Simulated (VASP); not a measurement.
Write the native input for VASP 6.6.1 that does the following.

```
Task                   : relaxation of shape and atoms at fixed volume
Functional             : PBE
Potentials or basis    : VASP PAW PBE potentials, release 64 (Sb)
Cutoff                 : 300 eV
k mesh                 : 6 × 6 × 5
Occupations            : methfessel-paxton, width 0.1 eV
Spin                   : no spin polarisation
Further INCAR settings : ALGO = Normal; EDIFF = 1e-07; IBRION = 2; EDIFFG = -0.01; NSW = 40; ISIF = 4
```

The structure of Sb lies in POSCAR:

```
Sb                                      
1.0
    2.1901163674      1.2644642743      3.8352658732
   -2.1901163674      1.2644642743      3.8352658732
    0.0000000000     -2.5289285485      3.8352658732
  Sb            
     2
Direct
     0.2327211414259907    0.2327211414259907    0.2327211414259907
     0.7672788585740093    0.7672788585740093    0.7672788585740093
```

One way to write it, as run:

INCAR

```
SYSTEM = Sb
ALGO = Normal
EDIFF = 1E-7
EDIFFG = -0.01
ENCUT = 300
GGA = PE
IBRION = 2
ISIF = 4
ISMEAR = 1
LASPH = .TRUE.
LCHARG = .FALSE.
LREAL = .FALSE.
LWAVE = .FALSE.
NELM = 80
NSW = 40
PREC = Accurate
SIGMA = 0.1
```

KPOINTS

```
k-points
0
G
  6 6 5
  0 0 0
```

Potentials or basis: VASP PAW PBE potentials, release 64 (Sb).

Command:

```sh
$ cat potpaw_PBE.64/Sb/POTCAR > POTCAR
$ mpirun -np 1 vasp_std > vasp.out
```

It gave:

| Property | Result |
| --- | --- |
| Pressure after relaxing | 0.0 GPa |
| Band gap on the k mesh | none (metal or under the smearing width) |

Caveat: the relaxation stopped at its first step, so nothing moved.

Run time: 9.9 s on 1 thread of Intel(R) Xeon(R) Platinum 8488C (Sapphire Rapids) (shared host), peak memory 0.15 GiB.
